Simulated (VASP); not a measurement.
# NbP (I4_1md) in VASP: density of states with PBE

Aim: the density of states of NbP with PBE.

Program: VASP 6.6.1. These are calculated values, not measurements. Logs are shortened: lines on timing, memory, paths and dates and some standing lists are left out, and cuts for length are marked.

## Step 1: The crystal as given

Symmetry: I4_1md, No. 109, tetragonal system. The conventional cell has a = 3.350 Å, b = 3.350 Å, c = 11.480 Å, α = 90.00°, β = 90.00°, γ = 90.00°. Around Nb (site symmetry 2mm) lie 6 P at 2.55 Å. Around P (site symmetry 2mm) lie 6 Nb at 2.55 Å.

The cell is a database's computed one.

## Step 2: Density of states, PBE

File POSCAR:

```
NbP
1.0
   -1.6749232500      1.6749232500      5.7401081800
    1.6749232500     -1.6749232500      5.7401081800
    1.6749232500      1.6749232500     -5.7401081800
Nb P
2 2
Direct
    0.7498808000      0.7498808000      0.0000000000
    0.4998808000      0.9998808000      0.5000000000
    0.3327477700      0.3327477700      0.0000000000
    0.0827477800      0.5827477800      0.5000000000
```

File INCAR.step1:

```
SYSTEM = NbP
PREC     = Accurate       ! precision mode
ENCUT    = 520            ! plane-wave cutoff, eV
EDIFF    = 1E-7           ! SCF threshold, eV
ISMEAR   = 0              ! smearing method
SIGMA    = 0.1            ! smearing width, eV
LREAL    = .FALSE.        ! projectors in reciprocal space
LASPH    = .TRUE.         ! aspherical terms in the spheres
NELM     = 60             ! most SCF steps
ALGO     = Normal         ! electronic algorithm
ISIF     = 2              ! what is computed and relaxed
LWAVE    = .FALSE.        ! write WAVECAR
LCHARG   = .TRUE.         ! write CHGCAR
LMAXMIX  = 4              ! l up to which the mixer works
GGA      = PE             ! functional
```

File KPOINTS.step1:

```
regular mesh
0
G
  18 18 18
  0 0 0
```

File INCAR.step2:

```
SYSTEM = NbP
PREC     = Accurate       ! precision mode
ENCUT    = 520            ! plane-wave cutoff, eV
EDIFF    = 1E-7           ! SCF threshold, eV
ISMEAR   = -5             ! smearing method
SIGMA    = 0.1            ! smearing width, eV
LREAL    = .FALSE.        ! projectors in reciprocal space
LASPH    = .TRUE.         ! aspherical terms in the spheres
NELM     = 60             ! most SCF steps
ALGO     = Normal         ! electronic algorithm
ISIF     = 2              ! what is computed and relaxed
LWAVE    = .FALSE.        ! write WAVECAR
LCHARG   = .FALSE.        ! write CHGCAR
LMAXMIX  = 4              ! l up to which the mixer works
GGA      = PE             ! functional
LORBIT   = 11             ! projections on sites
NEDOS    = 1001           ! points of the DOS
ICHARG   = 11             ! starting density
```

File KPOINTS.step2:

```
regular mesh
0
G
  27 27 27
  0 0 0
```

Potentials or basis: VASP PAW PBE potentials, release 64 (Nb_sv, P).

Launch:

```sh
> cat potpaw_PBE.64/Nb_sv/POTCAR potpaw_PBE.64/P/POTCAR > POTCAR
> cp INCAR.step1 INCAR
> cp KPOINTS.step1 KPOINTS
> mpirun -np 1 vasp_std > vasp.out
> cp INCAR.step2 INCAR
> cp KPOINTS.step2 KPOINTS
> mpirun -np 1 vasp_std > vasp.out
```

OUTCAR:

```text
SYSTEM = NbP
   PREC = Accurate
   ENCUT = 520
   EDIFF = 1E-7
   ISMEAR = -5
   LREAL = .FALSE.
   LASPH = .TRUE.
   NELM = 60
   ISIF = 2
   GGA = PE
   LORBIT = 11
   ICHARG = 11

 ion  position               nearest neighbor table
   1  0.750  0.750  0.000-   4 2.55   4 2.55   3 2.55   3 2.55   3 2.55   3 2.55
   2  0.500  1.000  0.500-   3 2.55   3 2.55   4 2.55   4 2.55   4 2.55   4 2.55
   3  0.333  0.333  0.000-   2 2.55   2 2.55   1 2.55   1 2.55   1 2.55   1 2.55
   4  0.083  0.583  0.500-   1 2.55   1 2.55   2 2.55   2 2.55   2 2.55   2 2.55

  LATTYP: Found a body centered tetragonal cell.
 ALAT       =     3.3498465000
 C/A-ratio  =     3.4270872889

  Lattice vectors:

 A1 = (  -1.6749232500,   1.6749232500,   5.7401081800)
 A2 = (   1.6749232500,  -1.6749232500,   5.7401081800)
 A3 = (   1.6749232500,   1.6749232500,  -5.7401081800)

Analysis of symmetry for initial positions (statically):
=====================================================================
 Subroutine PRICEL returns:
 Original cell was already a primitive cell.

 Routine SETGRP: Setting up the symmetry group for a
 body centered tetragonal supercell.

 Subroutine GETGRP returns: Found  8 space group operations
 (whereof  4 operations were pure point group operations)
 out of a pool of 16 trial point group operations.

The static configuration has the point symmetry C_2v.
 The point group associated with its full space group is C_4v.

Analysis of symmetry for dynamics (positions and initial velocities):
=====================================================================
 Subroutine PRICEL returns:
 Original cell was already a primitive cell.

 Routine SETGRP: Setting up the symmetry group for a
 body centered tetragonal supercell.

 Subroutine GETGRP returns: Found  8 space group operations
 (whereof  4 operations were pure point group operations)
 out of a pool of 16 trial point group operations.

The dynamic configuration has the point symmetry C_2v.
 The point group associated with its full space group is C_4v.

 Subroutine INISYM returns: Found  8 space group operations
 (whereof  4 operations are pure point group operations),
 and found     1 'primitive' translations

----------------------------------------------------------------------------------------

                                     Primitive cell

  volume of cell :      64.4125

  direct lattice vectors                    reciprocal lattice vectors
    -1.674923250  1.674923250  5.740108180     0.000000000  0.298521141  0.087106372
[... 97 lines left out ...]
   NFREE  =      0    steps in history (QN), initial steepest desc. (CG)
   ISIF   =      2    stress and relaxation
   ISYM   =      2    0-nonsym 1-usesym 2-fastsym
   POTIM  = 0.5000    time-step for ionic-motion
   TEBEG  =    0.0;   TEEND  =   0.0 temperature during run
   PSTRESS=    0.0 pullay stress
   NELECT =      36.0000    total number of electrons
   NUPDOWN=      -1.0000    fix difference up-down
   EMIN   =  10.00;   EMAX   =-10.00  energy-range for DOS
   EFERMI =   0.00;   METHOD = LEGACY
   ISMEAR =    -5;   SIGMA  =   0.10  broadening in eV -4-tet -1-fermi 0-gaus
   EFERMI_NEDOS =   21; number of points for ismear=-14 and -15
   IALGO  =     38    algorithm
   IMIX   =      4    mixing-type and parameters
     AMIX     =   0.40;   BMIX     =  1.00
     AMIX_MAG =   1.60;   BMIX_MAG =  1.00
  volume/ion in A,a.u.               =      16.10       108.67
  Fermi-wavevector in a.u.,A,eV,Ry     =   1.348504  2.548304 24.741706  1.818464
  Thomas-Fermi vector in A             =   2.476168
   LORBIT       =     11    0 simple, 1 ext, 2 COOP (PROOUT), +10 PAW based schemes
   GGA     = PE    functional components
   LHFCALC =     F    Hartree Fock is set to
   AEXX    =    0.0000 exact exchange contribution
   IVDW    =     0    specifies the selected vdW correction
   LEPSILON=     F    determine dielectric tensor
   LRPA    =     F    only Hartree local field effects (RPA)
 non-spin polarized calculation
 Fermi weights with tetrahedron method with Bloechl corrections
  energy-cutoff  :      520.00
  volume of cell :       64.41
 maximum number of plane-waves:      1753

 number of electron      35.9999999 magnetization

 Free energy of the ion-electron system (eV)
  ---------------------------------------------------
  ext. energy  EPLUGINS =         0.00000000
  ---------------------------------------------------
  free energy    TOTEN  =       -35.31910495 eV

  energy without entropy =      -35.31910495  energy(sigma->0) =      -35.31910495

 E-fermi :  10.5839     XC(G=0): -11.9883

 val. band max:       10.6604886911   @ k =  -0.2963   0.4815   0.2963
 cond. band min:      10.5382129599   @ k =  -0.1481   0.3704   0.1481
 fundamental gap:     -0.1222757313
 Fermi energy:        10.5839100659

 k-point     1 :       0.0000    0.0000    0.0000
  band No.  band energies     occupation
      1     -44.3905      2.00000
      2     -44.3537      2.00000
      3     -20.6496      2.00000
      4     -20.4512      2.00000
      5     -20.4512      2.00000
      6     -20.3094      2.00000
[... 589 lines left out ...]
     21      12.5302      0.00000
     22      13.2270      0.00000

 [... further k-points ...]
[... 5 lines left out ...]
  --------------------------------------------------------------------------------------
  -------------------------------------------------------------------------------------
  Total       -0.5594545     -0.5594545     -0.6880132      0.0000000      0.0000000      0.0000000
  in kB      -13.9157132    -13.9157132    -17.1134457      0.0000000      0.0000000      0.0000000
  external PRESSURE =     -14.9816240 kB  Pullay stress =       0.0000000 kB

 VOLUME and BASIS-vectors are now :
 -----------------------------------------------------------------------------
  energy-cutoff  :      520.00
  volume of cell :       64.41
      direct lattice vectors                 reciprocal lattice vectors
    -1.674923250  1.674923250  5.740108180     0.000000000  0.298521141  0.087106372
     1.674923250 -1.674923250  5.740108180     0.298521141  0.000000000  0.087106372
     1.674923250  1.674923250 -5.740108180     0.298521141  0.298521141  0.000000000

 POSITION                                       TOTAL-FORCE (eV/Angst)
 -----------------------------------------------------------------------------------
      0.00000      0.00000      8.60879        -0.000000     -0.000000      0.017392
      1.67492      0.00000      5.73874        -0.000000     -0.000000      0.017392
      0.00000      0.00000      3.82002        -0.000000     -0.000000     -0.017392
      1.67492      0.00000      0.94996         0.000000      0.000000     -0.017392
 -----------------------------------------------------------------------------------
    total drift:                               -0.000000     -0.000000     -0.001134

  FREE ENERGIE OF THE ION-ELECTRON SYSTEM (eV)
  ---------------------------------------------------
  free  energy   TOTEN  =       -35.3191049494 eV

  energy  without entropy=      -35.3191049494  energy(sigma->0) =      -35.31910495

 total charge

# of ion       s       p       d       tot
------------------------------------------
    1        2.155   6.027   2.455  10.637
    2        2.155   6.027   2.455  10.637
    3        1.020   1.529   0.000   2.549
    4        1.020   1.529   0.000   2.549
--------------------------------------------------
tot          6.351  15.113   4.910  26.374
```

OSZICAR.step1:

```text
N       E                     dE             d eps       ncg     rms          rms(c)
DAV:   1     0.364598661424E+03    0.36460E+03   -0.19543E+04 21152   0.163E+03
DAV:   2    -0.482047560727E+01   -0.36942E+03   -0.36310E+03 25674   0.598E+02
DAV:   3    -0.357480837643E+02   -0.30928E+02   -0.30511E+02 38202   0.125E+02
DAV:   4    -0.376211520074E+02   -0.18731E+01   -0.18644E+01 32292   0.260E+01
DAV:   5    -0.377028053029E+02   -0.81653E-01   -0.81604E-01 36742   0.579E+00    0.128E+01
DAV:   6    -0.352987949659E+02    0.24040E+01   -0.12992E+01 31272   0.237E+01    0.497E+00
DAV:   7    -0.353211983913E+02   -0.22403E-01   -0.74014E-01 37196   0.487E+00    0.293E+00
DAV:   8    -0.353180847409E+02    0.31137E-02   -0.65088E-02 28786   0.190E+00    0.557E-01
DAV:   9    -0.353187147480E+02   -0.63001E-03   -0.11564E-02 37926   0.921E-01    0.299E-01
DAV:  10    -0.353191276953E+02   -0.41295E-03   -0.13388E-03 27154   0.383E-01    0.544E-02
DAV:  11    -0.353190980321E+02    0.29663E-04   -0.21279E-04 35940   0.767E-02    0.182E-02
DAV:  12    -0.353190963498E+02    0.16823E-05   -0.89877E-06 31594   0.269E-02    0.949E-03
DAV:  13    -0.353190966159E+02   -0.26613E-06   -0.14866E-06 34384   0.127E-02    0.342E-03
DAV:  14    -0.353190966543E+02   -0.38380E-07   -0.11112E-07 19650   0.259E-03
   1 F= -.35319097E+02 E0= -.35318135E+02  d E =-.192348E-02
```

It took 36 min on 1 thread of Intel Xeon 6975P-C (Granite Rapids), shared host; peak memory 1.8 GiB.

What came out:

| Quantity | Value |
| --- | --- |
| Valence electrons inside the program's atomic spheres | Nb 10.64; P 2.55 |

States per cell in windows of 1 eV (zero at the Fermi level; states under -8 eV left out):
| from (eV) | total | Nb1_d | Nb2_d | P3_p | P4_p | Nb1_p | Nb2_p |
| --- | --- | --- | --- | --- | --- | --- | --- |
| -8.0 | 0.00 | 0.00 | 0.00 | 0.00 | 0.00 | 0.00 | 0.00 |
| -7.0 | 0.22 | 0.01 | 0.01 | 0.02 | 0.02 | 0.00 | 0.00 |
| -6.0 | 2.64 | 0.21 | 0.21 | 0.30 | 0.30 | 0.03 | 0.03 |
| -5.0 | 1.93 | 0.17 | 0.17 | 0.23 | 0.23 | 0.03 | 0.03 |
| -4.0 | 2.89 | 0.34 | 0.34 | 0.34 | 0.34 | 0.04 | 0.04 |
| -3.0 | 4.21 | 0.62 | 0.62 | 0.50 | 0.50 | 0.05 | 0.05 |
| -2.0 | 1.98 | 0.44 | 0.44 | 0.10 | 0.10 | 0.02 | 0.02 |
| -1.0 | 2.91 | 0.71 | 0.71 | 0.08 | 0.08 | 0.03 | 0.03 |
| 0.0 | 1.49 | 0.47 | 0.47 | 0.04 | 0.04 | 0.00 | 0.00 |
| 1.0 | 2.50 | 0.83 | 0.83 | 0.06 | 0.06 | 0.01 | 0.01 |
| 2.0 | 3.30 | 1.05 | 1.05 | 0.11 | 0.11 | 0.01 | 0.01 |
| 3.0 | 0.90 | 0.30 | 0.30 | 0.03 | 0.03 | 0.00 | 0.00 |
| 4.0 | 0.00 | 0.00 | 0.00 | 0.00 | 0.00 | 0.00 | 0.00 |
| 5.0 | 0.00 | 0.00 | 0.00 | 0.00 | 0.00 | 0.00 | 0.00 |

Caveat: tetrahedron occupations give inexact forces and stress in metals.
